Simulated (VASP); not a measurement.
# Al2Pt (Fm-3m) in VASP: settings compared, part 2 of 2

VASP 6.6.1. The steps go on from the part before.

## 5. Relaxation of cell and atoms, PBEsol

This run uses another cell than the first one, of 17.08 Å³/atom, 0.993 times its volume.

INCAR

```
PREC = Accurate ; ENCUT = 600
EDIFF = 1E-7 ; ISMEAR = 1
SIGMA = 0.1 ; LREAL = False
LASPH = True ; NELM = 80
ALGO = Normal ; ISIF = 3
LWAVE = False ; LCHARG = False
GGA = PS ; IBRION = 2
NSW = 90 ; EDIFFG = -0.005
```

KPOINTS

```
Automatic mesh
0
Gamma
  12 12 12
```

POSCAR

```
Al2Pt                                   
1.0
    0.0000000000      2.9478646450      2.9478646450
    2.9478646450      0.0000000000      2.9478646450
    2.9478646450      2.9478646450      0.0000000000
  Al              Pt            
     2     1
Direct
     0.2500000000000000    0.2500000000000000    0.2500000000000000
     0.7500000000000000    0.7500000000000000    0.7500000000000000
     0.0000000000000000    0.0000000000000000    0.0000000000000000
```

Potentials or basis: VASP PAW PBE potentials, release 64 (Al, Pt).

The run is started by

```
> cat potpaw_PBE.64/Al/POTCAR potpaw_PBE.64/Pt/POTCAR > POTCAR
> mpirun -np 1 vasp_std > vasp.out
```

OUTCAR:

```text
PREC = Accurate
   ENCUT = 600
   EDIFF = 1E-7
   ISMEAR = 1
   LREAL = False
   LASPH = True
   NELM = 80
   ISIF = 3
   GGA = PS
   IBRION = 2
   NSW = 90
   EDIFFG = -0.005

 ion  position               nearest neighbor table
   1  0.250  0.250  0.250-   3 2.55   3 2.55   3 2.55   3 2.55   2 2.95   2 2.95   2 2.95   2 2.95
                             2 2.95   2 2.95
   2  0.750  0.750  0.750-   3 2.55   3 2.55   3 2.55   3 2.55   1 2.95   1 2.95   1 2.95   1 2.95
                             1 2.95   1 2.95
   3  0.000  0.000  0.000-   1 2.55   2 2.55   2 2.55   2 2.55   2 2.55   1 2.55   1 2.55   1 2.55

  LATTYP: Found a face centered cubic cell.
 ALAT       =     5.8957292900

  Lattice vectors:

 A1 = (   0.0000000000,   2.9478646450,   2.9478646450)
 A2 = (   2.9478646450,   0.0000000000,   2.9478646450)
 A3 = (   2.9478646450,   2.9478646450,   0.0000000000)

Analysis of symmetry for initial positions (statically):
=====================================================================
 Subroutine PRICEL returns:
 Original cell was already a primitive cell.

 Routine SETGRP: Setting up the symmetry group for a
 face centered cubic supercell.

 Subroutine GETGRP returns: Found 48 space group operations
 (whereof 48 operations were pure point group operations)
 out of a pool of 48 trial point group operations.

The static configuration has the point symmetry O_h .

Analysis of symmetry for dynamics (positions and initial velocities):
=====================================================================
 Subroutine PRICEL returns:
 Original cell was already a primitive cell.

 Routine SETGRP: Setting up the symmetry group for a
 face centered cubic supercell.

 Subroutine GETGRP returns: Found 48 space group operations
 (whereof 48 operations were pure point group operations)
 out of a pool of 48 trial point group operations.

The dynamic configuration has the point symmetry O_h .

 Subroutine INISYM returns: Found 48 space group operations
 (whereof 48 operations are pure point group operations),
 and found     1 'primitive' translations

----------------------------------------------------------------------------------------

                                     Primitive cell

  volume of cell :      51.2333

  direct lattice vectors                    reciprocal lattice vectors
     0.000000000  2.947864645  2.947864645    -0.169614301  0.169614301  0.169614301
     2.947864645  0.000000000  2.947864645     0.169614301 -0.169614301  0.169614301
     2.947864645  2.947864645  0.000000000     0.169614301  0.169614301 -0.169614301

  length of vectors
     4.168910161  4.168910161  4.168910161     0.293780586  0.293780586  0.293780586

  position of ions in fractional coordinates (direct lattice)
     0.250000000  0.250000000  0.250000000
     0.750000000  0.750000000  0.750000000
     0.000000000  0.000000000  0.000000000

  ion indices of the primitive-cell ions
   primitive index   ion index
                 1           1
                 2           2
                 3           3

----------------------------------------------------------------------------------------

 KPOINTS: Automatic mesh

Automatic generation of k-mesh.
 Grid dimensions read from file:
 generate k-points for:   12   12   12

 Generating k-lattice:

[... 48 lines left out ...]
   ions per type =               2   1
   NGX,Y,Z   is equivalent  to a cutoff of  14.36, 14.36, 14.36 a.u.
   NGXF,Y,Z  is equivalent  to a cutoff of  28.71, 28.71, 28.71 a.u.
 SYSTEM =  unknown system
   PREC   = accura    normal or accurate (medium, high low for compatibility)
   ISTART =      0    job   : 0-new  1-cont  2-samecut
   ICHARG =      2    charge: 1-file 2-atom 10-const
   ISPIN  =      1    spin polarized calculation?
   LNONCOLLINEAR =      F non collinear calculations
   LSORBIT =      F    spin-orbit coupling
   LASPH  =      T    aspherical Exc in radial PAW
   ENCUT  =  600.0 eV  44.10 Ry    6.64 a.u.   8.33  8.33  8.33*2*pi/ulx,y,z
   NELM   =     80;   NELMIN=  2; NELMDL= -5     # of ELM steps
   EDIFF  = 0.1E-06   stopping-criterion for ELM
   LREAL  =      F    real-space projection
   EDIFFG = -.5E-02   stopping-criterion for IOM
   NSW    =     90    number of steps for IOM
   IBRION =      2    ionic relax: 0-MD 1-quasi-New 2-CG
   NFREE  =      1    steps in history (QN), initial steepest desc. (CG)
   ISIF   =      3    stress and relaxation
   ISYM   =      2    0-nonsym 1-usesym 2-fastsym
   POTIM  = 0.5000    time-step for ionic-motion
   TEBEG  =    0.0;   TEEND  =   0.0 temperature during run
   PSTRESS=    0.0 pullay stress
   NELECT =      16.0000    total number of electrons
   NUPDOWN=      -1.0000    fix difference up-down
   EMIN   =  10.00;   EMAX   =-10.00  energy-range for DOS
   EFERMI =   0.00;   METHOD = LEGACY
   ISMEAR =     1;   SIGMA  =   0.10  broadening in eV -4-tet -1-fermi 0-gaus
   EFERMI_NEDOS =   21; number of points for ismear=-14 and -15
   IALGO  =     38    algorithm
   IMIX   =      4    mixing-type and parameters
     AMIX     =   0.40;   BMIX     =  1.00
     AMIX_MAG =   1.60;   BMIX_MAG =  1.00
  volume/ion in A,a.u.               =      17.08       115.25
  Fermi-wavevector in a.u.,A,eV,Ry     =   1.110701  2.098921 16.784928  1.233657
  Thomas-Fermi vector in A             =   2.247256
   LORBIT       =      0    0 simple, 1 ext, 2 COOP (PROOUT), +10 PAW based schemes
   GGA     = PS    functional components
   LHFCALC =     F    Hartree Fock is set to
   AEXX    =    0.0000 exact exchange contribution
   IVDW    =     0    specifies the selected vdW correction
   LEPSILON=     F    determine dielectric tensor
   LRPA    =     F    only Hartree local field effects (RPA)
 conjugate gradient relaxation of ions
 non-spin polarized calculation
 Methfessel and Paxton  Order N= 1 SIGMA  =   0.10
  energy-cutoff  :      600.00
  volume of cell :       51.23
 maximum number of plane-waves:      1731
 NGX is ok and might be reduce to    36
   NGX = 17   NGY = 17   NGZ = 17

 number of electron      16.0000000 magnetization

 Free energy of the ion-electron system (eV)
  ---------------------------------------------------
  ext. energy  EPLUGINS =         0.00000000
  ---------------------------------------------------
  free energy    TOTEN  =       -17.76357464 eV

  energy without entropy =      -17.76379934  energy(sigma->0) =      -17.76364954

 E-fermi :   7.9091     XC(G=0): -10.8438

 val. band max:        7.8929548556   @ k =   0.3333   0.2500   0.0000
 cond. band min:       7.9288736240   @ k =  -0.4167   0.2500   0.0000
 fundamental gap:      0.0359187684
 Fermi energy:         7.9090520912

 k-point     1 :       0.0000    0.0000    0.0000
  band No.  band energies     occupation
      1      -2.4114      2.00000
      2       2.7790      2.00000
      3       2.7790      2.00000
      4       2.7790      2.00000
      5       4.1449      2.00000
      6       4.1449      2.00000
      7      10.9214      0.00000
      8      11.6749      0.00000
      9      11.6749      0.00000
     10      11.6749      0.00000
     11      13.3432      0.00000
     12      13.3432      0.00000
[... 331 lines left out ...]
 k-point    24 :      -0.4167    0.1667    0.0000
  band No.  band energies     occupation
      1       0.2472      2.00000
      2       1.7856      2.00000
      3       2.9898      2.00000
      4       3.3099      2.00000
      5       3.9050      2.00000
      6       4.2411      2.00000
      7       4.6263      2.00000
      8       7.3885      2.00000
      9       8.5345     -0.00000
     10      11.3833      0.00000
     11      13.5474      0.00000
     12      13.9355      0.00000

 [... further k-points ...]

------------------------ aborting loop because EDIFF is reached ----------------------------------------

  FORCE on cell =-STRESS in cart. coord.  units (eV):
  Direction    XX          YY          ZZ          XY          YZ          ZX
  --------------------------------------------------------------------------------------
  -------------------------------------------------------------------------------------
  Total        0.0044290      0.0044290      0.0044290     -0.0000000     -0.0000000      0.0000000
  in kB        0.1385030      0.1385030      0.1385030     -0.0000000     -0.0000000      0.0000000
  external PRESSURE =       0.1385030 kB  Pullay stress =       0.0000000 kB

 VOLUME and BASIS-vectors are now :
 -----------------------------------------------------------------------------
  energy-cutoff  :      600.00
  volume of cell :       51.23
      direct lattice vectors                 reciprocal lattice vectors
     0.000000000  2.947864645  2.947864645    -0.169614301  0.169614301  0.169614301
     2.947864645  0.000000000  2.947864645     0.169614301 -0.169614301  0.169614301
     2.947864645  2.947864645  0.000000000     0.169614301  0.169614301 -0.169614301

 POSITION                                       TOTAL-FORCE (eV/Angst)
 -----------------------------------------------------------------------------------
      1.47393      1.47393      1.47393        -0.000000     -0.000000     -0.000000
      4.42180      4.42180      4.42180         0.000000      0.000000      0.000000
      0.00000      0.00000      0.00000         0.000000     -0.000000      0.000000
 -----------------------------------------------------------------------------------
    total drift:                               -0.000000      0.000000      0.000000

  FREE ENERGIE OF THE ION-ELECTRON SYSTEM (eV)
  ---------------------------------------------------
  free  energy   TOTEN  =       -17.7635746449 eV

  energy  without entropy=      -17.7637993407  energy(sigma->0) =      -17.76364954

 reached required accuracy - stopping structural energy minimisation
```

OSZICAR:

```text
N       E                     dE             d eps       ncg     rms          rms(c)
DAV:   1     0.575964105224E+02    0.57596E+02   -0.73475E+03  1728   0.128E+03
DAV:   2    -0.160397486684E+02   -0.73636E+02   -0.66018E+02  2008   0.200E+02
DAV:   3    -0.183932059142E+02   -0.23535E+01   -0.23130E+01  2172   0.350E+01
DAV:   4    -0.184162145610E+02   -0.23009E-01   -0.22984E-01  2072   0.398E+00
DAV:   5    -0.184165373909E+02   -0.32283E-03   -0.32282E-03  2196   0.512E-01    0.898E+00
DAV:   6    -0.178927506384E+02    0.52379E+00   -0.27171E+00  2012   0.162E+01    0.223E+00
DAV:   7    -0.178013183042E+02    0.91432E-01   -0.20909E-01  1892   0.471E+00    0.167E+00
DAV:   8    -0.177637788800E+02    0.37539E-01   -0.34906E-02  2036   0.176E+00    0.264E-01
DAV:   9    -0.177635365805E+02    0.24230E-03   -0.19809E-03  2072   0.429E-01    0.167E-01
DAV:  10    -0.177635793135E+02   -0.42733E-04   -0.24584E-04  2020   0.143E-01    0.190E-02
DAV:  11    -0.177635746622E+02    0.46513E-05   -0.18661E-05  2112   0.459E-02    0.837E-03
DAV:  12    -0.177635747519E+02   -0.89729E-07   -0.16864E-06  1928   0.103E-02    0.217E-03
DAV:  13    -0.177635746353E+02    0.11667E-06   -0.62929E-07  2036   0.788E-03    0.818E-04
DAV:  14    -0.177635746449E+02   -0.96134E-08   -0.14581E-08  1168   0.134E-03
   1 F= -.17763575E+02 E0= -.17763650E+02  d E =-.177636E+02
```

Run time: 38 s. Hardware: 1 thread of Intel Xeon 6975P-C (Granite Rapids), shared host; peak memory 0.24 GiB.

What came out:

```yaml
Free_energy: -17.7636 eV
Pressure_after_relaxing: 0.0 GPa
Band_gap_on_the_k_mesh: none (metal or under the smearing width)
```

Final structure:
```
Al Pt
1.0
     0.00000    2.94786    2.94786
     2.94786    0.00000    2.94786
     2.94786    2.94786    0.00000
Al Pt
2 1
Direct
  0.25000 0.25000 0.25000
  0.75000 0.75000 0.75000
  0.00000 0.00000 0.00000
```

Caveat: the relaxation stopped at its first step, so nothing moved; the PAW data sets were made with another functional, which shifts forces and pressure a little. The run has no spin-orbit coupling, so splittings on Pt are missing.

## 6. Relaxation of cell and atoms, PBE+D3(BJ)

INCAR

```
PREC     = Accurate       # precision mode
ENCUT    = 600            # plane-wave cutoff, eV
EDIFF    = 1E-6           # SCF threshold, eV
ISMEAR   = 1              # smearing method
SIGMA    = 0.1            # smearing width, eV
LREAL    = F              # projectors in reciprocal space
LASPH    = T              # aspherical terms in the spheres
NELM     = 80             # most SCF steps
ALGO     = Normal         # electronic algorithm
ISIF     = 3              # what is computed and relaxed
LWAVE    = F              # write WAVECAR
LCHARG   = F              # write CHGCAR
GGA      = PE             # functional
IVDW     = 12             # dispersion correction
IBRION   = 2              # ionic algorithm
NSW      = 90             # ionic steps
EDIFFG   = -0.01          # ionic threshold
```

KPOINTS

```
regular mesh
0
Gamma
  12 12 12
```

POSCAR

```
Al2Pt
1.0
    0.0000000000      2.9550000000      2.9550000000
    2.9550000000      0.0000000000      2.9550000000
    2.9550000000      2.9550000000      0.0000000000
Al Pt
2 1
Direct
    0.2500000000      0.2500000000      0.2500000000
    0.7500000000      0.7500000000      0.7500000000
    0.0000000000      0.0000000000      0.0000000000
```

Potentials or basis: VASP PAW PBE potentials, release 64 (Al, Pt).

The run is started by

```
> cat potpaw_PBE.64/Al/POTCAR potpaw_PBE.64/Pt/POTCAR > POTCAR
> mpirun -np 1 vasp_std > vasp.out
```

Run time: 57 s. Hardware: 1 thread of Intel Xeon 6975P-C (Granite Rapids), shared host; peak memory 0.25 GiB.

The run converged. Its results:

```yaml
Free_energy: -17.5341 eV
Relaxed_volume: 16.97 Å³/atom
Relaxed_cell: a = 4.160 Å, b = 4.160 Å, c = 4.160 Å, α = 60.00°, β = 60.00°, γ = 60.00°
Space_group_after_relaxing_to_0.05_Å: Fm-3m (No. 225)
Energy_gained_by_relaxing: 1.4 meV/atom
Ionic_steps: 3
Pressure_after_relaxing: 0.0 GPa
Band_gap_on_the_k_mesh: none (metal or under the smearing width)
Dispersion_energy_per_atom: -0.434 eV
```

Step by step:
| step | energy change (eV) | largest force (eV/Å) | pressure (GPa) | volume (Å³) |
| --- | --- | --- | --- | --- |
| 1 | 0.0000 | 0.0000 | -1.88 | 51.61 |
| 2 | 0.0013 | 0.0000 | 2.29 | 50.11 |
| 3 | -0.0042 | 0.0000 | 0.00 | 50.90 |

Final structure:
```yaml
crystal:
  lattice:
    - [0.00000, 2.94139, 2.94139]
    - [2.94139, 0.00000, 2.94139]
    - [2.94139, 2.94139, 0.00000]
  atoms:
    - { symbol: Al, position: [0.25000, 0.25000, 0.25000] }
    - { symbol: Al, position: [0.75000, 0.75000, 0.75000] }
    - { symbol: Pt, position: [0.00000, 0.00000, 0.00000] }
```

Levels at points of the mesh, in eV from the Fermi level:
```tsv
k point	band 5	band 6	band 7	band 8	band 9	band 10	band 11	band 12
(0.00, 0.00, 0.00)	-3.79	-3.79	3.03	3.80	3.80	3.80	5.45	5.45
(0.50, 0.00, 0.00)	-3.79	-3.56	-3.56	0.98	0.98	3.76	5.18	5.18
(0.50, 0.50, 0.00)	-3.87	-3.50	-3.28	-1.67	-1.67	3.20	3.37	8.04
```

Caveat: pairwise dispersion overbinds metals, which lowers pressure and volume.

## 7. The runs side by side

| level | gap on the mesh (eV) | pressure (GPa) |
| --- | --- | --- |
| PBE | none | 0.0 |
| PBEsol | none | 0.0 |
| PBE+D3(BJ) | none | 0.0 |

Alike in all rows: task relaxation of cell and atoms; potentials or basis VASP PAW PBE potentials, release 64 (Al, Pt); no spin polarisation; cell relaxed; k mesh 12 × 12 × 12; cutoff (eV) 600; smearing methfessel-paxton 0.1 eV.

Caveats: the relaxation stopped at its first step, so nothing moved (some runs); the PAW data sets were made with another functional, which shifts forces and pressure a little (some runs); pairwise dispersion overbinds metals, which lowers pressure and volume (some runs).

Total energies depend on the potentials used, so only differences within one code and one set of settings carry meaning.
